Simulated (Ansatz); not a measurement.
Runs of Ansatz 0.2.0 on SiNi3. The structure is cubic, space group Pm-3m (No. 221). The conventional cell has a = 3.542 Å, b = 3.542 Å, c = 3.542 Å, α = 90.00°, β = 90.00°, γ = 90.00°. Around Ni (site symmetry 4/mmm) lie 8 Ni at 2.50 Å and 4 Si at 2.50 Å. Si (site symmetry m-3m) has 12 Ni at 2.50 Å as nearest neighbours. 

```csv
level,cutoff (eV),gap on the mesh (eV),pressure (GPa),moment (μB)
r2SCAN,500,none,-13.4,0.22
PBEsol,420,none,-14.1,0.00
RPBE,420,none,-1.3,0.00
LDA,420,none,(a),0.00
BLYP,420,none,(b),0.00
```

Alike in all rows: task band structure; potentials or basis Ansatz PAW; spin collinear, ferromagnetic start; cell as given; k mesh 4 × 4 × 4; smearing fermi-dirac 0.05 eV; the mesh is coarse, so values aren't converged.

**Question.** Estimate the missing entries.

**Answer.** (a) -20.1; (b) 3.5.

Caveats: all runs use coarse meshes; the PAW data sets come from PBE, with cores solved anew for the run's functional, which leaves a small shift of forces and pressure; the starting moments weren't kept; the magnetic or orbital state may not be the lowest (some runs).

A gap of «none» marks a metal or a gap under the smearing width.

Runs at the PBE level aren't shown here.
